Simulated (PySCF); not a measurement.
Isomers of C4H9N, mass 71.073 u with the commonest isotopes. Theory: CAM-B3LYP/def2-SVPD in PySCF (dipole) on a GFN2-xTB geometry, gas phase. One conformer each, none proved a minimum here; rigid rotors.

Question: Order these by rotational constant A, largest first.
A. `[H]/[N:5]=[CH:4]\[CH2:3][CH2:2][CH3:1]` with C1–C2–C3–C4 64°, C2–C3–C4–N5 -129°
B. `[NH2:1][CH2:2][CH:3]1[CH2:4][CH2:5]1` with H–N1–C2–C3 -179° and -60°, N1–C2–C3–C4 90° (cyclopropylmethylamine)
C. `[CH2:1]1[CH2:2][CH2:3][NH:4][CH2:5]1` with C5–C1–C2–C3 0°, C1–C2–C3–N4 -23°, C2–C3–N4–C5 38°, C3–N4–C5–C1 -38°
D. `[CH3:1][CH2:2]/[CH:3]=[N:4]\[CH3:5]` with C1–C2–C3–N4 180°
E. `C=CN(C)C`
F. `[CH3:1][CH:2]1[CH2:3][NH:4][CH2:5]1` with C1–C2–C3–N4 -103°, C2–C3–N4–C5 -13°, C3–N4–C5–C2 13°, C1–C2–C5–N4 103°

Answer: D (15288 MHz), B (12607 MHz), A (9735 MHz), F (9111 MHz), E (8725 MHz), C (6960 MHz).

Question: Order these by rotational constant C, largest first.
A. `[CH3:1][CH2:2]/[CH:3]=[N:4]\[CH3:5]` with C1–C2–C3–N4 180°
B. `[NH2:1][CH2:2][CH:3]1[CH2:4][CH2:5]1` with H–N1–C2–C3 -179° and -60°, N1–C2–C3–C4 90° (cyclopropylmethylamine)
C. `[CH2:1]1[CH2:2][CH2:3][NH:4][CH2:5]1` with C5–C1–C2–C3 0°, C1–C2–C3–N4 -23°, C2–C3–N4–C5 38°, C3–N4–C5–C1 -38°
D. `[H]/[N:5]=[CH:4]\[CH2:3][CH2:2][CH3:1]` with C1–C2–C3–C4 64°, C2–C3–C4–N5 -129°
E. `[CH3:1][CH:2]1[CH2:3][NH:4][CH2:5]1` with C1–C2–C3–N4 -103°, C2–C3–N4–C5 -13°, C3–N4–C5–C2 13°, C1–C2–C5–N4 103°
F. `[CH3:1][NH:2][CH:3]1[CH2:4][CH2:5]1` with C1–N2–C3–C4 -90°
G. `C=CN(C)C`

Answer: C (3956 MHz), E (3792 MHz), F (2996 MHz), G (2936 MHz), B (2860 MHz), D (2623 MHz), A (2327 MHz).

Question: Order these by out-of-plane moment Σ m c² = (Ia + Ib − Ic)/2, smallest first.
A. `[H]/[N:5]=[CH:4]\[CH2:3][CH2:2][CH3:1]` with C1–C2–C3–C4 64°, C2–C3–C4–N5 -129°
B. `N(C)(C=C)C`
C. `[CH3:1][CH:2]1[CH2:3][NH:4][CH2:5]1` with C1–C2–C3–N4 -103°, C2–C3–N4–C5 -13°, C3–N4–C5–C2 13°, C1–C2–C5–N4 103°
D. `[NH2:1][CH2:2][CH:3]1[CH2:4][CH2:5]1` with H–N1–C2–C3 -179° and -60°, N1–C2–C3–C4 90° (cyclopropylmethylamine)
E. `[CH2:1]1[CH2:2][CH2:3][NH:4][CH2:5]1` with C5–C1–C2–C3 0°, C1–C2–C3–N4 -23°, C2–C3–N4–C5 38°, C3–N4–C5–C1 -38°

Answer: B (4.51 u·Å²), E (9.83 u·Å²), D (11.21 u·Å²), A (12.51 u·Å²), C (15.96 u·Å²).

```tsv
SMILES	point group	Ia (u·Å²)	Ib (u·Å²)	Ic (u·Å²)	κ	μa (D)	μb (D)	μc (D)
NCC1CC1	C1	40.09	159.00	176.68	-0.93	0.14	0.06	1.18
C1CCNC1	Cs	72.61	74.79	127.73	0.87	1.18	0.00	0.63
CNC1CC1	C1	39.42	151.14	168.69	-0.93	0.33	0.28	0.89
C=CN(C)C	C1	57.93	123.24	172.15	-0.60	1.51	0.05	0.23
[H]/N=C\CCC	C1	51.91	165.78	192.67	-0.88	2.12	1.31	0.77
CC/C=N\C	near Cs	33.06	193.51	217.16	-0.96	1.51	1.65	0.03
CC1CNC1	Cs	55.47	109.73	133.28	-0.69	0.06	0.00	1.36
```
